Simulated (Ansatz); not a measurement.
Base system: CsCl in the CsCl type structure (space group Pm-3m, No. 221; a = 4.1403 Å). Axes: x, y, z lie along the cube axes.

One thing is altered: tensor shear ε_xz = +2.16 % (engineering shear γ = 0.0432); the atoms relax in the strained cell.

Level of theory: r2SCAN in Ansatz (plane waves to 500 eV, PAW, no spin-orbit coupling).

**Question.** Give the band edges at the high-symmetry points of the new zone, measured from its valence-band maximum.

**Answer.** 
| point | valence edge (eV) | conduction edge (eV) |
|---|---|---|
| Γ | 0.00 | 5.90 |
| Y | -0.08 | 6.49 |
| C₀ | -0.08 | 6.49 |
| Σ₀ | -0.08 | 6.49 |
| Z | -0.18 | 6.95 |
| A₀ | -1.08 | 8.92 |
| E₀ | -1.08 | 8.92 |
| T | -1.08 | 8.92 |
| S | -0.24 | 6.94 |
| R | -0.07 | 6.53 |

The gap is 5.90 eV, direct at Γ.

Whether these cells are dynamically stable was not tested. Labels are those of the standard path for the cell's own space group.

Ansatz is a first-principles code.
